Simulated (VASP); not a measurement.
## W7S16 (a cell with a defect): single point with PBEsol

Crystal: W7S16 (a cell with a defect).

```
CELL_PARAMETERS angstrom
6.30640 0.00000 0.00000
-3.15320 5.46150 0.00000
0.00000 0.00000 12.32300
ATOMIC_POSITIONS crystal
W 0.17970 0.84205 0.25002
W 0.65939 0.32263 0.24998
W 0.66013 0.84282 0.25062
W 0.33373 0.16686 0.75017
W 0.33376 0.66691 0.75026
W 0.83372 0.16690 0.75019
W 0.83364 0.66696 0.75021
S 0.16708 0.33370 0.62331
S 0.16712 0.83347 0.62319
S 0.66691 0.33342 0.62318
S 0.66703 0.83353 0.62316
S 0.34273 0.18347 0.12594
S 0.32693 0.67912 0.12167
S 0.83113 0.15858 0.12422
S 0.83287 0.67010 0.12731
S 0.16696 0.33348 0.87718
S 0.16716 0.83379 0.87725
S 0.66717 0.33366 0.87735
S 0.66705 0.83369 0.87726
S 0.32419 0.15269 0.37780
S 0.34150 0.66272 0.37377
S 0.82830 0.17726 0.37731
S 0.83289 0.66830 0.37325
```

| Property | Result |
| --- | --- |
| Program | VASP 6.6.1 |
| Task | single point |
| Functional | PBEsol |
| Potentials or basis | VASP PAW PBE potentials, release 64 (W_sv, S) |
| Cutoff | 350 eV |
| k mesh | 3 × 3 × 2 |
| Occupations | gaussian, width 0.03 eV |
| Spin | collinear spin, ferromagnetic start |
| Starting moments | [0.0, 0.0, 0.0, 0.0, 0.0, 0.0, 0.0, 0.0, 0.0, 0.0, 0.0, 0.33, 0.33, 0.33, 0.0, 0.0, 0.0, 0.0, 0.0, 0.33, 0.33, 0.33, 0.0] μB |
| Fixed moment | 2 μB |
| Dq | 0 |
| Further INCAR settings | LREAL = Auto; ALGO = Normal; EDIFF = 1e-05; NBANDS = 118; ISYM = 0 |

```
Pressure                                              : 0.1 GPa
Largest force                                         : 0.588 eV/Å
Net moment                                            : 2.00 μB per cell
Site moments                                          : W +0.14, +0.02, +0.01; S +0.01, +0.00, +0.13, +0.14, +0.02 μB
Valence electrons inside the program's atomic spheres : W 12.06, 12.07; S 3.70, 3.66, 3.68, 3.69
```

Forces in eV/Å, atoms in the order of the input:
```
W   -0.270 -0.164  0.040
W    0.093  0.320 -0.062
W    0.308 -0.112  0.042
W   -0.006  0.015  0.020
W   -0.008  0.002  0.010
W   -0.008  0.007  0.010
W    0.018 -0.008  0.008
S    0.003 -0.006  0.011
S   -0.004 -0.008  0.011
S    0.001  0.016  0.021
S   -0.004  0.005  0.007
S   -0.397 -0.413 -0.099
S    0.523 -0.119 -0.091
S   -0.169  0.560 -0.047
S   -0.020 -0.037  0.072
S    0.006  0.002 -0.027
S   -0.012 -0.004 -0.022
S   -0.006 -0.005 -0.032
S    0.005 -0.005 -0.022
S    0.163  0.518  0.109
S   -0.562 -0.139  0.091
S    0.387 -0.441  0.039
S   -0.041  0.015 -0.090
```

Stress tensor (GPa, compression positive):
```
 0.07  0.04  0.02
 0.04  0.02 -0.06
 0.02 -0.06  0.32
```

Wall time 3.1 min on 4 MPI ranks on Intel(R) Xeon(R) 6975P-C (Granite Rapids), on a shared host, peak memory 0.66 GiB a rank.

Caveat: the k mesh is coarse (spacing up to 0.38 Å⁻¹), so the values aren't converged; the PAW data sets were made with another functional, which shifts forces and pressure a little; the total moment is fixed, so each spin has its own Fermi level. The run has no spin-orbit coupling, so splittings on W are missing.
